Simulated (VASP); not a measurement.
Crystal: HfS2.

```xyz
3
Lattice="3.6397 0.0000 0.0000 -1.8198 3.1520 0.0000 0.0000 0.0000 6.0556" Properties=species:S:1:pos:R:3 pbc="T T T"
Hf    0.0000    0.0000    0.0000
S     1.8198    1.0507    4.6262
S     0.0000    2.1014    1.4294
```

The cell is a database's computed one.

```yaml
Program: VASP 6.6.1
Task: relaxation of cell and atoms
Functional: LDA
Potentials_or_basis: VASP PAW LDA potentials, release 64 (Hf_pv, S)
Cutoff: 520 eV
k_mesh: 12 × 12 × 6
Occupations: gaussian, width 0.02 eV
Spin: no spin polarisation
```

At the start: pressure -4.2 GPa; volume 23.16 Å³/atom.

Problem. Where does the relaxation end?

Solution. Over 19 steps the energy falls by 24.1 meV/atom and the volume is 20.70 Å³/atom (-10.6 %); space group P-3m1 (No. 164, to 0.05 Å).

The path:
```csv
step,energy change (eV),largest force (eV/Å),pressure (GPa),volume (Å³)
1,0.0000,0.2483,-4.25,69.47
2,0.0298,1.0743,6.34,63.48
3,-0.0399,0.2820,-0.15,66.80
4,-0.0399,0.2935,-0.07,66.75
5,-0.0468,0.1985,-0.09,66.33
6,-0.0499,0.0688,-0.14,65.78
7,-0.0538,0.0611,-0.16,65.38
8,-0.0641,0.0396,-0.21,64.17
9,-0.0718,0.0149,0.01,61.74
10,-0.0722,0.0059,-0.06,62.31
11,-0.0723,0.0009,-0.04,62.16
12,-0.0723,0.0015,-0.03,62.09
13,-0.0722,0.0141,0.18,61.99
14,-0.0723,0.0032,0.03,62.06
15,-0.0722,0.0173,-0.07,62.11
16,-0.0723,0.0035,0.00,62.07
17,-0.0723,0.0021,0.01,62.08
18,-0.0723,0.0008,0.01,62.09
19,-0.0723,0.0017,0.00,62.11
```

Final structure:
```xyz
3
Lattice="3.5537 0.0000 0.0000 -1.7769 3.0776 0.0000 0.0000 0.0000 5.6788" Properties=species:S:1:pos:R:3 pbc="T T T"
Hf    0.0000    0.0000    0.0000
S     1.7769    1.0259    4.2343
S     0.0000    2.0517    1.4445
```
